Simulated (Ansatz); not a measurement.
# AlN: independent-particle optics

Aim: the dielectric function of AlN in the independent-particle picture, and how it depends on the functional and on the gap. Plan: HSE06 for the gap; optics with PBE on 12×12×6; optics with r2SCAN on 12×12×6; optics with LDA on 12×12×6; optics with PBE and scissors to the HSE06 gap on 12×12×6.

The COD entry's cell or inner coordinates are ideal or old and differ from later refinements, so a difference from it is no clean test against experiment.

Program: Ansatz 0.2.0. Level of theory: plane waves, PAW; no local fields, no excitons. These are calculated values, not measurements.

### Step 1. The structure to begin with

Symmetry: P6_3mc, No. 186, hexagonal system. Conventional cell: a = 3.107 Å, b = 3.107 Å, c = 4.979 Å, α = 90.00°, β = 90.00°, γ = 120.00°. Around Al (site symmetry 3m) lie 4 N at 1.89 to 1.90 Å. N (site symmetry 3m) has 4 Al at 1.89 to 1.90 Å as nearest neighbours.

As a file:

```cif
data_structure
_symmetry_space_group_name_H-M 'P 1'
_symmetry_Int_Tables_number 1
_cell_length_a 3.1067
_cell_length_b 3.1067
_cell_length_c 4.9786
_cell_angle_alpha 90.000
_cell_angle_beta 90.000
_cell_angle_gamma 120.000
_cell_volume 41.61
loop_
_atom_site_label
_atom_site_type_symbol
_atom_site_fract_x
_atom_site_fract_y
_atom_site_fract_z
_atom_site_occupancy
Al1 Al 0.33333 0.66667 0.99920 1
Al2 Al 0.66667 0.33333 0.49920 1
N1 N 0.33333 0.66667 0.38080 1
N2 N 0.66667 0.33333 0.88080 1
```

The cell was relaxed beforehand with r2SCAN; those runs aren't shown.

### Step 2. HSE06 levels at special points

The input, input.yaml:

```yaml
crystal:
  lattice:
    - [3.1066945035, 0.0, 0.0]
    - [-1.5533472517, 2.6904763619, 0.0]
    - [0.0, 0.0, 4.9785885504]
  atoms:
    - { symbol: Al, position: [0.3333333333, 0.6666666667, -0.000795604] }
    - { symbol: Al, position: [0.6666666667, 0.3333333333, 0.499204396] }
    - { symbol: "N", position: [0.3333333333, 0.6666666667, 0.380795604] }
    - { symbol: "N", position: [0.6666666667, 0.3333333333, 0.880795604] }
kpoints:
  mp_grid: { grid: [6, 6, 4] }
  band_path:
    path:
      - [0.0, 0.0, 0.0]
      - [0.5, 0.0, 0.0]
      - [0.3333333333, 0.3333333333, 0.0]
      - [0.0, 0.0, 0.5]
      - [0.5, 0.0, 0.5]
      - [0.3333333333, 0.3333333333, 0.5]
    npoints: 1
hamiltonian:
  xc: hse06
scf:
  occupations: { method: fixed }
  n_extra_bands: 5
output:
  forces: true
  stress: true
  eigenvalues: true
```

Run with:

```sh
> ansatz run input.yaml --threads 4 --pin off --max-ram 3686MiB --backend cpu --events-out ev --progress --plain --runs-dir out
```

Log:

```text
Warning: output.stress: scf.convergence.dr2_threshold = 1e-7 eV (the SCF's general default) is looser than the 4e-10 eV advised for a printed stress (1e-10 eV for each atom of the cell: 4). What an SCF threshold leaves in a stress goes as its square root, and in the free energy as the threshold itself, and one threshold admits the most on a small cell: of the crystals measured, under no hybrid functional and no lock of the moments, on runs that ended without the residual-converged pass, on stresses that held no estimate of that error, the worst erred by over 100 MPa in a component at 1e-7 eV an atom and by under 5 at 1e-10. Set scf.convergence.dr2_threshold to 4e-10 eV or tighter. The threshold is an SCF's pass mark: one that does not reach it within its budget of iterations ends unconverged, or closes short of it on a stop that the run arms, and scf.convergence.dr2_threshold's page says what that costs each kind of run
Warning: output.stress: scf.exx.energy_threshold = 1e-6 eV is looser than the 4e-8 eV advised for a stress under a hybrid functional (1e-8 eV for each atom of the cell: 4). Every SCF of the exchange loop can meet its threshold on dr2 while the loop round them stops early: no threshold on dr2 bounds what that leaves in the stress. Set scf.exx.energy_threshold to 4e-8 eV or tighter. The threshold is the loop's pass mark: a loop that does not reach it within its budget of cycles ends unconverged, and scf.exx.energy_threshold's page has the law
Warning: RAYON_NUM_THREADS=4 ignored (pool sized by the plan → 4); use --threads N
scf.n_extra_bands = 5 over 8 filled bands (N_el = 16.0): the run solves 13 bands
Engine: ansatz 0.2.0, x86_64-unknown-linux-gnu
Pseudopotentials: kind: paw
Pseudopotential: Al, paw, valence charge 3, recommended cutoff 420 eV (normal), Al.paw.azcp
Pseudopotential: N, paw, valence charge 5, recommended cutoff 420 eV (normal), N.paw.azcp
Functional definition: HSE06
  parameter a = 0.25
  parameter omega = 0.11/bohr
  exchange = pbe_x - a*pbe_x_sr(omega) + a*exact_x_sr(omega)
  correlation = pbe_c
davidson cushion auto → on  (no smearing: the cushion is to keep the highest requested band from converging to the state above it; pin scf.eigensolver.cushion to override)
Crystal: 4 atoms, lattice volume = 41.613 Å³
Basis set: ecut = 420 eV, 809 PW (Γ), exchange–correlation on 48×48×72 points (8 copies of the dense FFT grid, shifted against one another)
Bands: 13, of which v1, the nominal top of the filled ones, is band 8 counted from 1 (7 counted from 0)
Symmetry: 12 space group operations
Space group: P63mc (ITA 186), of the structure as read, at distance tolerance 3.5e-5 Å
k-points: 21 of 144 (time reversal used)
Non-local potential: Al, projectors of the file, l = 0: 2, l = 1: 2, l = 2: 1
Non-local potential: N, projectors of the file, l = 0: 2, l = 1: 2, l = 2: 1
PAW form: soft (Blöchl's): semilocal exchange-correlation on the pseudo side does not see the compensation charge
PAW frozen core: Al, regenerated for the run's functional, and the local potential with it (the file was generated under x = pbe(κ = 0.804, μ = 0.2195149727645171), c = pbe(β = 0.06672455060314922))
PAW frozen core: N, regenerated for the run's functional, and the local potential with it (the file was generated under x = pbe(κ = 0.804, μ = 0.2195149727645171), c = pbe(β = 0.06672455060314922))
PAW one-centre angular grid: Al, 110 points (default); XC on 64 Gauss nodes
PAW one-centre angular grid: N, 110 points (default); XC on 64 Gauss nodes
Initial density: superposition of atomic densities (neutral atoms: chi_scale 0, normalization atom), corrected by the library's trained network
Initial wavefunctions: pseudopotential atomic-orbital guess
Functional: x = pbe(κ = 0.804, μ = 0.2195149727645171), c = pbe(β = 0.06672455060314922), warm-up for x = pbe(κ = 0.804, μ = 0.2195149727645171) + 0.25 (exact − pbe) at short range (hse, ω = 0.20786987370883472 Å⁻¹), c = pbe(β = 0.06672455060314922); HSE06 as pw.x's `hse` composes it (authors' and Libxc's form: `xc: wpbeh`)
SCF iter   1: F=—  HF=-1848.482200 eV  |F-HF|=—  |Δ(HF+E_count)|=         —  Δρ=7.99e-4  dr2=1.06e-4  ethr=1.77e-3  ⟨swp⟩=2.0  Hψ=2129  notcnv=0
preconditioner: auto → none  [insulator: Δε(μ)=4.229 eV  Ē_g=13.847 eV  n_scr=2 (ndim 8)  ℏωp=23.0 eV  f_vac=0.000]
SCF iter   2: F=-1848.482505 eV  HF=-1848.482439 eV  |F-HF|=6.57e-5  |Δ(HF+E_count)|=   2.40e-4  Δρ=4.08e-4  dr2=2.78e-5  ethr=6.64e-7  ⟨swp⟩=5.2  Hψ=1087  notcnv=0  defer=3
SCF 1 stopped early in 2 iterations: F = -1848.482505 eV  dr2 = 2.78e-5
Initial density: handed on by an earlier stage of this run
Initial wavefunctions: those handed on with the density
Functional: x = pbe(κ = 0.804, μ = 0.2195149727645171) + 0.25 (exact − pbe) at short range (hse, ω = 0.20786987370883472 Å⁻¹), c = pbe(β = 0.06672455060314922); HSE06 as pw.x's `hse` composes it (authors' and Libxc's form: `xc: wpbeh`)
Exchange kernel: α = 0.2500, screened, ω = 0.2079 Å⁻¹, Wigner–Seitz truncation, v(0) = 1043.2921 eV·Å³, q-mesh 6×6×4, nearest image of the exchange supercell L = 18.64 Å, pair-density grid 15×15×24, without the augmentation charges, whose exchange is taken in its separable form by FFT convolution over the k-point mesh (sized by the pseudopotential files, 18×18×36 at the most), smooth part of the exact exchange by density-matrix convolution
Frozen-core exchange: fock
SCF iter   1: F=—  HF=-1849.422427 eV  |F-HF|=—  |Δ(HF+E_count)|=         —  Δρ=6.29e-3  dr2=7.65e-3  ethr=1.74e-6  ⟨swp⟩=8.0  Hψ=1634  notcnv=0
preconditioner: auto → none  [insulator: Δε(μ)=5.550 eV  Ē_g=15.888 eV  n_scr=2 (ndim 8)  ℏωp=23.0 eV  f_vac=0.000]
SCF iter   2: F=—  HF=-1849.419569 eV  |F-HF|=—  |Δ(HF+E_count)|=   2.86e-3  Δρ=2.82e-3  dr2=2.15e-3  ethr=1.74e-6  ⟨swp⟩=3.8  Hψ=925  notcnv=0
iter 3 solved again at ethr=2.55e-8 eV; its pass at ethr=1.74e-6 eV (dr2=4.09e-6 eV) is discarded
SCF iter   3: F=—  HF=-1849.418872 eV  |F-HF|=—  |Δ(HF+E_count)|=   6.96e-4  Δρ=1.16e-4  dr2=4.61e-4  ethr=2.55e-8  ⟨swp⟩=3.4  Hψ=1609  notcnv=0
SCF iter   4: F=—  HF=-1849.423783 eV  |F-HF|=—  |Δ(HF+E_count)|=   4.91e-3  Δρ=5.03e-4  dr2=8.47e-5  ethr=2.55e-8  ⟨swp⟩=6.2  Hψ=1436  notcnv=0  defer=9
SCF iter   5: F=—  HF=-1849.423763 eV  |F-HF|=—  |Δ(HF+E_count)|=   1.95e-5  Δρ=3.41e-5  dr2=6.10e-6  ethr=2.55e-8  ⟨swp⟩=4.0  Hψ=945  notcnv=0
SCF iter   6: F=-1849.423815 eV  HF=-1849.423815 eV  |F-HF|=7.80e-9  |Δ(HF+E_count)|=   5.15e-5  Δρ=6.43e-5  dr2=2.16e-6  ethr=1.10e-9  ⟨swp⟩=5.9  Hψ=1267  notcnv=0  defer=10
SCF 2 stopped early in 6 iterations: F = -1849.423815 eV  dr2 = 2.16e-6
  Residual-converged pass: ⟨swp⟩=3.0  Hψ=626  notcnv=0  max |occ|·‖R‖ = 6.5e-6 eV (tolerance 6.7e-6 eV)  dr2=2.16e-6  dr2_onsite=6.48e-8  max |Δocc| = 0.0e0
hybrid outer 1: dexx = +5.536e-3 eV, tail = 1.07e-5 eV
Exchange kernel: α = 0.2500, screened, ω = 0.2079 Å⁻¹, Wigner–Seitz truncation, v(0) = 1043.2921 eV·Å³, q-mesh 6×6×4, nearest image of the exchange supercell L = 18.64 Å, pair-density grid 15×15×24, without the augmentation charges, whose exchange is taken in its separable form by FFT convolution over the k-point mesh (sized by the pseudopotential files, 18×18×36 at the most), smooth part of the exact exchange by density-matrix convolution
Frozen-core exchange: fock
SCF iter   1: F=—  HF=-1849.423807 eV  |F-HF|=—  |Δ(HF+E_count)|=         —  Δρ=2.31e-5  dr2=7.93e-8  ethr=3.35e-7  ⟨swp⟩=2.6  Hψ=647  notcnv=0
preconditioner: auto → none  [insulator: Δε(μ)=5.599 eV  Ē_g=15.898 eV  n_scr=2 (ndim 8)  ℏωp=23.0 eV  f_vac=0.000]
SCF iter   2: F=—  HF=-1849.423808 eV  |F-HF|=—  |Δ(HF+E_count)|=   2.02e-7  Δρ=8.88e-6  dr2=3.03e-8  ethr=3.86e-10  ⟨swp⟩=5.2  Hψ=1169  notcnv=0  defer=5
SCF iter   3: F=-1849.423808 eV  HF=-1849.423808 eV  |F-HF|=1.32e-9  |Δ(HF+E_count)|=   1.78e-9  Δρ=2.82e-6  dr2=1.42e-9  ethr=1.70e-10  ⟨swp⟩=3.1  Hψ=714  notcnv=0  defer=2
SCF 3 converged in 3 iterations: F = -1849.423808 eV  dr2 = 1.42e-9
  Residual-converged pass: ⟨swp⟩=3.0  Hψ=693  notcnv=0  max |occ|·‖R‖ = 5.8e-7 eV (tolerance 6.3e-7 eV)  dr2=1.46e-9  dr2_onsite=5.83e-10  max |Δocc| = 0.0e0
hybrid outer 2: dexx = +1.371e-7 eV, tail = 5.68e-9 eV, Δε = 1.90e-3 eV (about 5.58e-5 eV left of the loop's levels), ΔF = 3.47e-4 eV/Å (tail 1.41e-4)
NSCF: frozen V_eff on 6 k-points
hybrid SCF converged: 2 outer / 9 inner (+2 warm-up), last move |dexx| = 1.37e-7 eV, tail = 5.68e-9 eV
Stability not checked: this state was not tested for a lower state beside it, because the functional holds exact exchange (a hybrid, or Hartree-Fock), whose exchange loop this test does not read (fock_operator; see scf.lower_state_search)
Free energy (F): -1849.423808 eV
Frozen-core exchange: fock
Harris-Foulkes:  -1849.423808 eV  (|F-HF|=1.32e-9)
Internal energy: -1849.423808 eV  (E = F + TS)
E sigma→0 (E₀):  -1849.423808 eV
Fermi energy:    6.271991 eV
--- Per-component energies (eV) ---
  E_band       = 8.361213
  E_kinetic    = 320.364596
  E_local      = -446.623508  (includes V_loc(G=0)·N_el)
  E_nonlocal   = 108.499146
  E_hartree    = 156.028401
  E_xc         = -165.312651
  E_vxc        = -174.022848  (∫ρ·V_xc dr)
  E_exx        = -35.898566  (= α·E_x^exact, valence–valence)
  E_paw        = -1193.776995  (= ΣΔE_a)
  E_vpaw       = -40.115475  (= ΣTr[D̂ρ^β])
  E_aug_tail   = 0.000192  (compensation charges beyond the density's cutoff)
  E_ewald      = -592.570436
  E_core_change = -0.133989  (= ΣΔE_core)
  E_smearing   = -0.000000  (= −TS)
  E_closure    = 0.000002  (closes the sum)
  Σ components = -1849.423808   (vs F -1849.423808, Δ=-2.27e-13)
--- Forces (eV/Å), atoms counted from 1 ---
  atom   1  Al     0.00000000     0.00000000    -0.01033619
  atom   2  Al    -0.00000000    -0.00000000    -0.01033619
  atom   3  N     -0.00000000     0.00000000     0.01029603
  atom   4  N      0.00000000     0.00000000     0.01029603
  max |Σ_I F_I| component: 8.03e-5 eV/Å
--- Stress (GPa, compression-positive) ---
       -0.547385      -0.000000       0.000000
       -0.000000      -0.547385       0.000000
        0.000000      -0.000000      -0.835756
  P = ⅓ Tr σ = -0.6435 GPa (-6.435 kbar)
--- Band table (eV; the first three rows and the last of 21) ---
  k-point 0: bands = ["-10.4073", "-8.1290", "-0.2158", "5.3279", "5.3279", "6.0403", "6.0403", "6.2720", "11.8711", "14.4638", "18.7571", "19.0866", "19.0866"]
  k-point 1: bands = ["-10.1543", "-8.5844", "0.6498", "5.0061", "5.4268", "5.4268", "5.9302", "5.9302", "12.8657", "14.5927", "18.3598", "19.0461", "19.0461"]
  k-point 2: bands = ["-9.4605", "-9.4605", "2.6890", "2.6890", "5.6728", "5.6728", "5.6728", "5.6728", "14.2654", "14.2654", "18.3207", "18.3207", "19.4116"]
  k-point 20: bands = ["-7.7023", "-7.7023", "1.0521", "1.0521", "2.1074", "2.1074", "5.4039", "5.4039", "15.1722", "15.1722", "15.6146", "15.6146", "20.2331"]
```

Run time: 10 s. Hardware: 4 threads of Intel Xeon 6975P-C (Granite Rapids), shared host; peak memory 0.88 GiB.

HSE06 puts the least direct gap over the mesh and the named points at 5.599 eV, and the least gap at 5.599 eV.

### Step 3. Optics, PBE

The input, input.yaml:

```yaml
crystal:
  lattice:
    - [3.1066945035, 0.0, 0.0]
    - [-1.5533472517, 2.6904763619, 0.0]
    - [0.0, 0.0, 4.9785885504]
  atoms:
    - { symbol: Al, position: [0.3333333333, 0.6666666667, -0.000795604] }
    - { symbol: Al, position: [0.6666666667, 0.3333333333, 0.499204396] }
    - { symbol: "N", position: [0.3333333333, 0.6666666667, 0.380795604] }
    - { symbol: "N", position: [0.6666666667, 0.3333333333, 0.880795604] }
kpoints:
  mp_grid: { grid: [12, 12, 6] }
hamiltonian:
  xc: pbe
scf:
  occupations: { method: fixed }
output:
  optics: { e_range: [0, 18], de: 0.05, sigma: 0.1 }
  write_density: true
  write_potential: true
  elf: true
  volumetric_format: npy
```

Run with:

```sh
> ansatz run input.yaml --threads 4 --pin off --max-ram 3686MiB --backend cpu --events-out ev --progress --plain --runs-dir out
```

Log:

```text
Warning: RAYON_NUM_THREADS=4 ignored (pool sized by the plan → 4); use --threads N
[... 4 set-up lines as earlier in the session ...]
Functional definition: PBE
  parameter kappa = 0.804
  parameter beta = 0.06672455060314922
  exchange = pbe_x(kappa = kappa, mu = beta*pi^2/3)
  correlation = pbe_c(beta = beta)
Crystal: 4 atoms, lattice volume = 41.613 Å³
Basis set: ecut = 420 eV, 809 PW (Γ)
Bands: 12, of which v1, the nominal top of the filled ones, is band 8 counted from 1 (7 counted from 0)
[... 2 set-up lines as earlier in the session ...]
k-points: 76 of 864 (time reversal used)
[... 7 set-up lines as earlier in the session ...]
Functional: x = pbe(κ = 0.804, μ = 0.2195149727645171), c = pbe(β = 0.06672455060314922)
SCF iter   1: F=—  HF=-1848.493964 eV  |F-HF|=—  |Δ(HF+E_count)|=         —  Δρ=8.46e-4  dr2=1.54e-4  ethr=1.77e-3  ⟨swp⟩=5.0  Hψ=5060  notcnv=0  defer=137
preconditioner: auto → none  [insulator: Δε(μ)=4.228 eV  Ē_g=13.162 eV  n_scr=2 (ndim 8)  ℏωp=23.0 eV  f_vac=0.000  ε∞_Penn≈4.1]
SCF iter   2: F=—  HF=-1848.494230 eV  |F-HF|=—  |Δ(HF+E_count)|=   2.66e-4  Δρ=4.41e-4  dr2=2.60e-5  ethr=9.62e-7  ⟨swp⟩=2.3  Hψ=2269  notcnv=0  defer=152
SCF iter   3: F=—  HF=-1848.494291 eV  |F-HF|=—  |Δ(HF+E_count)|=   6.13e-5  Δρ=1.97e-4  dr2=6.18e-6  ethr=1.62e-7  ⟨swp⟩=2.0  Hψ=1368  notcnv=0  defer=46
SCF iter   4: F=—  HF=-1848.494310 eV  |F-HF|=—  |Δ(HF+E_count)|=   1.87e-5  Δρ=1.40e-5  dr2=3.51e-8  ethr=3.86e-8  ⟨swp⟩=2.0  Hψ=1513  notcnv=0  defer=12
SCF iter   5: F=—  HF=-1848.494310 eV  |F-HF|=—  |Δ(HF+E_count)|=   1.17e-7  Δρ=3.30e-6  dr2=1.84e-9  ethr=2.19e-10  ⟨swp⟩=2.5  Hψ=1533  notcnv=0  defer=7
SCF iter   6: F=—  HF=-1848.494310 eV  |F-HF|=—  |Δ(HF+E_count)|=   3.94e-9  Δρ=3.69e-7  dr2=2.45e-11  ethr=1.15e-11  ⟨swp⟩=2.1  Hψ=1484  notcnv=0  defer=7
SCF iter   7: F=-1848.494310 eV  HF=-1848.494310 eV  |F-HF|=1.82e-12  |Δ(HF+E_count)|=  4.55e-11  Δρ=6.75e-8  dr2=1.03e-12  ethr=1.00e-12  ⟨swp⟩=3.2  Hψ=3186  notcnv=0
SCF 1 converged in 7 iterations: F = -1848.494310 eV  dr2 = 1.03e-12
Optics k sum: 0 of 76 k-points
[...]
SCF converged after 7 iterations
Free energy (F): -1848.494310 eV
Harris-Foulkes:  -1848.494310 eV  (|F-HF|=1.82e-12)
Internal energy: -1848.494310 eV  (E = F + TS)
E sigma→0 (E₀):  -1848.494310 eV
Fermi energy:    7.188376 eV
--- Per-component energies (eV) ---
  E_band       = 30.998707
  E_kinetic    = 319.353143
  E_local      = -447.411154  (includes V_loc(G=0)·N_el)
  E_nonlocal   = 110.925796
  E_hartree    = 155.434390
  E_xc         = -203.842852
  E_vxc        = -216.146812  (∫ρ·V_xc dr)
  E_paw        = -1190.383391  (= ΣΔE_a)
  E_vpaw       = -46.591244  (= ΣTr[D̂ρ^β])
  E_aug_tail   = 0.000194  (compensation charges beyond the density's cutoff)
  E_ewald      = -592.570436
  E_smearing   = -0.000000  (= −TS)
  E_closure    = -0.000000  (closes the sum)
  Σ components = -1848.494310   (vs F -1848.494310, Δ=0.00e0)
--- Band table (eV; the first three rows and the last of 76) ---
  k-point 0: bands = ["-8.0055", "-5.8561", "1.1890", "6.3317", "6.3317", "6.9779", "6.9779", "7.1884", "11.4209", "13.8961", "17.8266", "18.3857"]
  k-point 1: bands = ["-7.8990", "-6.0636", "1.5602", "6.3729", "6.3729", "6.5853", "6.9320", "6.9320", "11.9161", "13.9623", "17.6519", "18.3533"]
  k-point 2: bands = ["-7.5904", "-6.5576", "2.5340", "5.2935", "6.4861", "6.4861", "6.8090", "6.8090", "12.8734", "14.0194", "17.3754", "18.3762"]
  k-point 75: bands = ["-5.4534", "-5.4534", "2.3559", "2.3559", "3.3251", "3.3251", "6.3961", "6.3961", "14.6178", "14.6178", "15.0396", "15.0396"]
```

Run time: 4.3 s. Hardware: 4 threads of Intel Xeon 6975P-C (Granite Rapids), shared host; peak memory 0.52 GiB.

From the head of optics.tsv:

```
# eps_inf(xx yy zz) = 4.573302 4.573302 4.782751
# eps_inf_bands = all
# eps_inf_summed_bands(xx yy zz) = 3.772177 3.772177 3.947773
# eps_inf_completed(xx yy zz) = 4.573302 4.573302 4.782751
# eps2_relative_error = 0.0023
# eps_inf_relative_error = 0.0087
# f_sum_n_eff(xx yy zz) = 6.363979 6.363979 6.276536 of n_electrons = 16.000000
# n_bands = 12
# valid_up_to_ev = 8.343460
# least_direct_gap_ev = 4.232524e0 at k(fractional) = 0.000000 0.000000 0.000000, k_point = 0, channel = 0, bands = 7 8 (counted from 0)
```

The dielectric function from optics.tsv (yy equals xx), one row in 2, cut at 8.3 eV, above which the bands summed leave lines out:

```
E (eV)  ε₂ xx  ε₂ zz  ε₁ xx  ε₁ zz
  4.05   0.00   0.00   4.91   5.40
  4.15   0.00   0.02   5.02   5.59
  4.25   0.00   0.15   5.15   5.82
  4.35   0.02   0.35   5.33   5.93
  4.45   0.14   0.50   5.55   5.98
  4.55   0.35   0.60   5.66   6.02
  4.65   0.50   0.68   5.69   6.08
  4.75   0.60   0.75   5.72   6.14
  4.85   0.67   0.81   5.76   6.22
  4.95   0.74   0.87   5.80   6.32
  5.05   0.80   0.92   5.87   6.43
  5.15   0.85   0.97   5.94   6.56
  5.25   0.90   1.02   6.03   6.71
  5.35   0.94   1.07   6.14   6.90
  5.45   0.99   1.12   6.27   7.12
  5.55   1.03   1.16   6.42   7.40
  5.65   1.07   1.21   6.61   7.75
  5.75   1.12   1.27   6.86   8.23
  5.85   1.18   1.35   7.23   8.96
  5.95   1.45   1.88   7.81  10.22
  6.05   2.18   3.64   8.19  11.15
  6.15   2.78   5.37   8.13  10.77
  6.25   3.18   6.43   8.09  10.13
  6.35   3.56   7.27   8.11   9.58
  6.45   3.99   8.09   8.18   9.09
  6.55   4.57   9.15   8.23   8.45
  6.65   5.27  10.12   7.97   7.11
  6.75   5.59  10.22   7.50   5.57
  6.85   5.67   9.93   7.37   4.50
  6.95   6.04   9.59   7.61   3.69
  7.05   7.09   9.17   7.56   3.04
  7.15   7.87   8.66   6.54   2.66
  7.25   7.67   8.34   5.76   2.78
  7.35   7.69   8.81   5.67   2.90
  7.45   8.10   9.81   5.46   2.21
  7.55   8.57  10.01   5.00   0.25
  7.65   8.88   8.79   4.26  -1.16
  7.75   8.77   7.47   3.67  -1.71
  7.85   8.95   6.26   3.55  -1.76
  7.95   9.79   5.36   2.81  -1.47
  8.05   9.77   4.73   1.22  -1.08
  8.15   8.91   4.34   0.21  -0.66
  8.25   8.15   4.11  -0.23  -0.34
```

The columns hold the bands summed alone, whose ε₁ at zero energy is 3.77 (xx, yy), 3.95 (zz), below the completed ε∞ of 4.57 (xx, yy), 4.78 (zz).

Tallest peaks of ε₂ in the range shown (mean of the periodic axes): 8.1 at 7.15 eV, 9.0 at 7.55 eV, 8.3 at 7.95 eV.

[end of part 1 of 2]
